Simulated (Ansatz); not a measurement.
# CuSn2: the cost of one run

Method: DFT PBE, scalar-relativistic, plane waves, PAW, in Ansatz 0.2.0.

## Step 1: Starting point

Symmetry: P-3m1, No. 164, trigonal system. The conventional cell has a = 4.020 Å, b = 4.020 Å, c = 9.848 Å, α = 90.00°, β = 90.00°, γ = 120.00°. Cu (site symmetry 3m) has 4 Sn at 2.46 Å as nearest neighbours. Sn (site symmetry 3m) has 3 Cu at 2.46 Å and 1 Sn at 2.46 Å as nearest neighbours. Around Sn (site symmetry 3m) lie 3 Sn at 2.46 Å and 1 Cu at 2.46 Å.

Coordinates:

```
Cu Sn
1.0
     4.02026    0.00000    0.00000
    -2.01013    3.48165    0.00000
     0.00000    0.00000    9.84758
Cu Sn
2 4
Direct
  0.33333 0.66667 0.29167
  0.66667 0.33333 0.70833
  0.00000 0.00000 0.62500
  0.66667 0.33333 0.95833
  0.00000 0.00000 0.37500
  0.33333 0.66667 0.04167
```

The start is an ordering of an alloy on its end members' structure types: elements ordered on the sites of the Si type, Cu/Sn on Si (P-3m1, No. 164).

## Step 2: Probe: one point on a coarse mesh

input.yaml

```yaml
crystal:
  lattice:
    - [4.0202597, 0.0, 0.0]
    - [-2.01012985, 3.48164703, 0.0]
    - [0.0, 0.0, 9.8475849]
  atoms:
    - { symbol: Cu, position: [0.33333333, 0.66666667, 0.29166667] }
    - { symbol: Cu, position: [0.66666667, 0.33333333, 0.70833333] }
    - { symbol: Sn, position: [0.0, 0.0, 0.625] }
    - { symbol: Sn, position: [0.66666667, 0.33333333, 0.95833333] }
    - { symbol: Sn, position: [0.0, 0.0, 0.375] }
    - { symbol: Sn, position: [0.33333333, 0.66666667, 0.04166667] }
basis:
  ecutwfc: 420
kpoints:
  mp_grid: { grid: [6, 6, 2] }
hamiltonian:
  xc: pbe
scf:
  occupations: { method: gaussian, width: 0.1 }
  lower_state_search: "off"
output:
  forces: true
  stress: true
  eigenvalues: true
```

Run with:

```bash
$ ansatz run input.yaml --threads 1 --pin off --max-ram 2560MiB --backend cpu --events-out ev --progress --plain --runs-dir out
```

**Question.** How long does this run take on 1 thread of Intel Xeon 6975P-C (Granite Rapids), shared host, and how much memory does it need?

About 3.1 s, with a peak of 0.45 GiB.
